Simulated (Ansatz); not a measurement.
RuO2 (rutile)

```yaml
crystal:
  lattice:
    - [4.52339, 0.00000, 0.00000]
    - [0.00000, 4.52339, 0.00000]
    - [0.00000, 0.00000, 3.11902]
  atoms:
    - { symbol: Ru, position: [0.50000, 0.50000, 0.50000] }
    - { symbol: Ru, position: [0.00000, 0.00000, 0.00000] }
    - { symbol: O, position: [0.80567, 0.80567, 0.50000] }
    - { symbol: O, position: [0.30567, 0.69433, 0.00000] }
    - { symbol: O, position: [0.69433, 0.30567, 0.00000] }
    - { symbol: O, position: [0.19433, 0.19433, 0.50000] }
```

Scan: atom 1 (Ru, nearest neighbour O at 1.955 Å; its periodic images, 3.1 Å or more away, move with it) is displaced along Cartesian x, direction (1.000, 0.000, 0.000) in Cartesian axes, by s. The other atoms stay.

Method: PBE (plane waves to 420 eV, PAW, scalar-relativistic; Ansatz, an electronic-structure program). k mesh 8×8×12 (Γ-centred), Fermi-Dirac smearing 0.05 eV. Energies are smeared free energies. With partly filled bands, energies and forces of such displacements shift with the k mesh and the smearing. RuO2 is run without spin polarisation and with no Hubbard U. RuO2 was relaxed with its symmetry unable to fall. The zero of ΔE is the undisplaced structure. The last digit holds for this mesh only.

| s (Å) | ΔE (meV/cell) |
|---|---|
| -0.590 | 4352.9 |
| -0.472 | withheld |
| -0.354 | 1630.5 |
| -0.236 | 722.5 |
| -0.118 | 179.3 |
| 0.000 | 0.0 |
| 0.118 | 179.3 |
| 0.236 | 722.5 |
| 0.354 | 1630.5 |
| 0.472 | withheld |
| 0.590 | 4352.9 |

Fit an even polynomial form (powers 2, 4, 6) to the given rows and predict ΔE at s = 0.472.

Least squares on the 9 given rows: ΔE = (12870)·s² + (2376)·s⁴ + (-9823)·s⁶, in meV/cell with s in Å; root-mean-square residual 0.40 meV/cell. At 0.472 the fit gives 2876.5 meV/cell; the calculation gives 2871.0 meV/cell, so the interpolation is off by 5.5 (+0.2 %). The quadratic term alone would give 2867.2 meV/cell.

(For displaced atoms, the force is minus the slope of the energy, and its curvature is a force constant, which sets phonon frequencies.)
